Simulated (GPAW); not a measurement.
The system is NiO.

```
Ni O
1.0
     0.00000    2.09131    2.09131
     2.09131    0.00000    2.09131
     2.09131    2.09131    0.00000
Ni O
1 1
Direct
  0.00000 0.00000 0.00000
  0.50000 0.50000 0.50000
```

Base run:

- Program: GPAW 26.7.0
- Functional: r2SCAN
- Potentials or basis: GPAW PAW data sets (gpaw-data 1.2.1)
- Cutoff: 600 eV
- Basis: pw
- k mesh: 8 × 8 × 8
- Occupations: gaussian, width 0.05 eV
- Spin: collinear spin, ferromagnetic start
- Starting moments: [2.0, 0.0] μB
- Hubbard terms: Ni d U = 8 eV

Its results: band gap on the k mesh 3.17 eV, indirect (least direct gap 4.29 eV); pressure 5.0 GPa; net moment 2.00 μB per cell; site moments Ni +1.88; O +0.09 μB.

**Question.** The run is repeated on the same cell with these changes: functional from r2SCAN to PBEsol; potentials or basis from GPAW PAW data sets (gpaw-data 1.2.1) to PAW data sets generated in the run's folder for this functional. What comes out?

**Answer.** Band gap on the k mesh 2.45 eV, indirect (least direct gap 3.63 eV); pressure -0.9 GPa; net moment 2.00 μB per cell; site moments Ni +1.84; O +0.11 μB.

Caveats: the cutoff is short for stress and forces, so pressures can be off by a GPa or more; the occupation matrix was held by a function in the script for the first cycles and then freed; the end state hangs on it; the stock nickel data set gives pressures a few GPa off other programs; a cell with one magnetic atom can't hold antiferromagnetic order, which such compounds often take; the PAW data sets were made with another functional, which shifts forces and pressure a little (some runs).

A k mesh can miss the band edges.
